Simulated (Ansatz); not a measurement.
# Mg: changing the dispersion correction

The cell as given:

The structure is hexagonal, space group P6_3/mmc (No. 194). The conventional cell has a = 3.209 Å, b = 3.209 Å, c = 5.210 Å, α = 90.00°, β = 90.00°, γ = 120.00°. Mg (site symmetry -6m2) is surrounded by 12 Mg at 3.20 to 3.21 Å.

Kept alike: task relaxation of cell and atoms; functional PBEsol; k mesh 10 × 10 × 5; occupations fermi-dirac, width 0.05 eV; no spin polarisation. Program: Ansatz, Ansatz PAW, cutoff 420 eV. The mesh is that of the run's cell of 2 atoms. No spin-orbit coupling.

```csv
dispersion correction,volume (Å³/atom),first edge of the run's cell (Å),third edge of the run's cell (Å)
D3(BJ),21.411,3.094,5.164
D3(BJ)-ATM,21.548,3.101,5.175
D4,23.229,3.174,5.326
none,22.575,3.148,5.260
```

The relaxations keep at least the cell's symmetry (P6_3/mmc). For a metal such a mesh leaves the last digits unconverged. Relaxations stop with a little pressure left, so the last digits of a volume or edge aren't settled. All rows use potentials made for PBE.

Q: What does the dispersion correction change here?

A: The volume runs from 21.411 (D3(BJ)) to 23.229 Å³/atom (D4). Against no correction: D3(BJ) -5.2 %; D3(BJ)-ATM -4.5 %; D4 +2.9 %. A larger cell runs against the usual contraction; coefficients that follow the coordination can push outwards. The first edge of the run's cell runs from 3.094 (D3(BJ)) to 3.174 Å (D4). The third edge of the run's cell runs from 5.164 (D3(BJ)) to 5.326 Å (D4).
